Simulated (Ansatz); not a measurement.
Rock-salt NaBr, treated with Hartree–Fock in Ansatz (PAW).

Run with plane-wave cutoff 460 eV, 8×8×8 k mesh, Fermi–Dirac smearing 0.01 eV, scalar-relativistic PAW data made under PBE.

Pressure at four volumes; x = ln(V/29.170 Å³). One pressure is withheld.

| V (Å³/atom) | x | P (GPa) |
|---|---|---|
| 27.712 | -0.0513 | 1.013 |
| 29.170 | 0.0000 | 0.000 |
| 29.899 | 0.0247 | -0.408 |
| 30.629 | 0.0488 | ? |

Task: Pass a parabola P(x) through the three rows shown, estimate the bulk modulus and its pressure derivative near zero pressure, and predict the withheld pressure.

Result: Slopes between the rows: (0.000 − (1.013))/(0.0000 − (-0.0513)) = -19.75 and (-0.408 − (0.000))/(0.0247 − (0.0000)) = -16.52 GPa. Their difference over the span 0.0760 is c = 3.23/0.0760 = 42.5 GPa, so P(x) = 1.013 + (-19.75)(x − (-0.0513)) + 42.5 (x − (-0.0513))(x − (0.0000)). At the middle row B = −dP/dx = −[-19.75 + 42.5 × 0.0513] = 17.6 GPa, and B′ = dB/dP = 2c/B = 4.8. At x = 0.0488 the parabola gives -0.756 GPa; the run gives -0.762 GPa. The Birch–Murnaghan fit to the energies at all volumes has B0 = 17.5 GPa and B′ = 4.7.

Measured, for comparison: bulk modulus 22.6 GPa (4 K, zero-point motion not removed; as tabulated in Doll and Stoll (1998), arXiv:cond-mat/9801031). Computed (rounded) less measured: bulk modulus -23 %.

Ansatz is a quantum-chemistry and plane-wave program.
